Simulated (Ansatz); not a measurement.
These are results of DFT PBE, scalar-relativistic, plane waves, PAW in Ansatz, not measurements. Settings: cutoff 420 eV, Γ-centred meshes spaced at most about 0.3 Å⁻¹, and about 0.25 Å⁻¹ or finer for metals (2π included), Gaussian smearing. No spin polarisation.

Temperature and zero-point effects are left out.

**Question.** Which of these relaxed structures of Mg2Ga2O3 is the lowest in energy?
A. Space group P-3m1 (No. 164), trigonal, a = 3.150 Å, c = 10.083 Å. Mg is surrounded by 6 O at 2.11–2.19 Å; around Ga lies 1 O at 1.81 Å; around O on a site of symmetry 3m lie 1 Ga at 1.81 Å and 3 Mg at 2.11 Å; O on a site of symmetry -3m is surrounded by 6 Mg at 2.19 Å.
B. Space group C2/m (No. 12), monoclinic, a = 10.425 Å, b = 2.951 Å, c = 7.459 Å, β = 110.9°. Mg has 5 O at 2.01–2.10 Å; Ga is surrounded by 1 O at 1.81 Å; O on a site of symmetry m is surrounded by 1 Ga at 1.81 Å and 3 Mg at 2.06–2.10 Å; O on a site of symmetry 2/m is surrounded by 4 Mg at 2.01 Å.
C. Space group Cmmm (No. 65), orthorhombic, a = 6.062 Å, b = 9.555 Å, c = 2.947 Å. Mg is surrounded by 5 O at 2.13–2.14 Å; Ga is surrounded by 4 O at 2.27–2.40 Å and 1 Ga at 2.61 Å; O on a site of symmetry 2/m is surrounded by 4 Mg at 2.13 Å and 2 Ga at 2.40 Å; around O on a site of symmetry mmm lie 2 Mg at 2.14 Å and 4 Ga at 2.27 Å.

**Answer.** A. The next of these, B, lies 65 meV/atom higher. Counting O atoms around Ga and Mg (those within 1.25 times the shortest such distance or 1.15 times the sum of covalent radii; the shortest distance is added where it is long for a bond): A has Mg 6, Ga 1; B has Mg 5, Ga 1; C has Mg 5, Ga 4 from 2.3 Å. All come from invented guesses. The lowest form computed isn't among them: it has space group C2/m (No. 12), 12.5 Å³/atom and lies 19 meV/atom below the best shown.

Cells relaxed within their symmetry can be saddle points. Some types were kept out of the candidates beforehand, so the set may lack a known form.
